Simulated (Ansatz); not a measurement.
# How settings move the results for In

```
CELL_PARAMETERS angstrom
-1.62615 1.62615 2.47395
1.62615 -1.62615 2.47395
1.62615 1.62615 -2.47395
ATOMIC_POSITIONS crystal
In 0.00000 0.00000 0.00000
```

Conventional cell: a = 3.252 Å, b = 3.252 Å, c = 4.948 Å, α = 90.00°, β = 90.00°, γ = 90.00°. In (atom 1) is surrounded by 12 In at 3.25 to 3.38 Å.

The cell is COD entry 9017523, as deposited and not checked against the literature; nothing was relaxed.

No spin–orbit coupling, which matters for the heavy atoms here.

Computed with Ansatz 0.2.0, DFT, PBE, all-electron LAPW, scalar-relativistic.

Settings: a Γ-centred 14×14×14 k mesh, Fermi–Dirac smearing of 0.05 eV, basis error target 0.5 meV/atom, no spin polarisation. One setting is then changed at a time.

```
basis error target (meV/atom)  free energy less the base's (meV/atom)  P (GPa)  cutoff chosen (eV)
                   0.5 (base)                                     0.0     1.93                 193
                            3                                     0.5     1.93                 157
                           10                                     2.0     1.95                 133
                           30                                     6.5     1.99                 113
                          0.1                                    -0.1     1.93                 228
```
